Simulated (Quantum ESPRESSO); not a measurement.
**BN: dielectric tensor with BLYP**

BN:

```
CELL_PARAMETERS angstrom
1.25112 0.72234 3.37293
-1.25112 0.72234 3.37293
0.00000 -1.44467 3.37293
ATOMIC_POSITIONS crystal
N 0.66724 0.66724 0.66724
B 0.00033 0.00033 0.00033
```

The cell is a database's computed one.

- Program: Quantum ESPRESSO 7.5
- Task: dielectric tensor
- Functional: BLYP
- Potentials or basis: GBRV 1.5 PBE
- Cutoff: 612 eV
- Density cutoff: 4898 eV
- k mesh: 8 × 8 × 8, shifted
- Occupations: fermi-dirac, width 0.05 eV
- Spin: no spin polarisation
- Mixing beta: 0.5
- Most SCF iterations: 120
- SCF threshold: 4e-10 Ry

```json
{"Pressure": "7.1 GPa", "Electronic dielectric tensor (diagonal)": "4.66, 4.66, 2.56", "Born charges (mean of the diagonal)": "N -2.05; B +2.04 e"}
```

Stress tensor (GPa, compression positive):
```
8.69 0.00 0.00
0.00 8.69 0.00
0.00 0.00 4.05
```

Levels at points of the mesh, in eV from the valence-band top:
| k point | band 1 | band 2 | band 3 | band 4 | band 5 | band 6 | band 7 | band 8 | band 9 |
| --- | --- | --- | --- | --- | --- | --- | --- | --- | --- |
| (0.06, 0.06, 0.06) | -17.67 | -4.21 | -1.35 | -1.35 | 5.41 | 11.78 | 11.78 | 13.15 | 14.92 |

Electronic dielectric tensor:
```
4.66 0.00 0.00
0.00 4.66 0.00
0.00 0.00 2.56
```

Born effective charge tensors (e):
atom 1, N
```
-2.72  0.00  0.00
 0.00 -2.72  0.00
 0.00  0.00 -0.70
```
atom 2, B
```
2.71 0.00 0.00
0.00 2.71 0.00
0.00 0.00 0.70
```

Run time: 120 s on 1 thread of Intel(R) Xeon(R) Processor @ 2.50GHz (Skylake/Cascade Lake), with other jobs on the host, peak memory 0.09 GiB.

Caveat: the potentials were made for another functional, which shifts forces and pressure; the cell is more than 3 GPa from zero pressure, which shifts response properties.
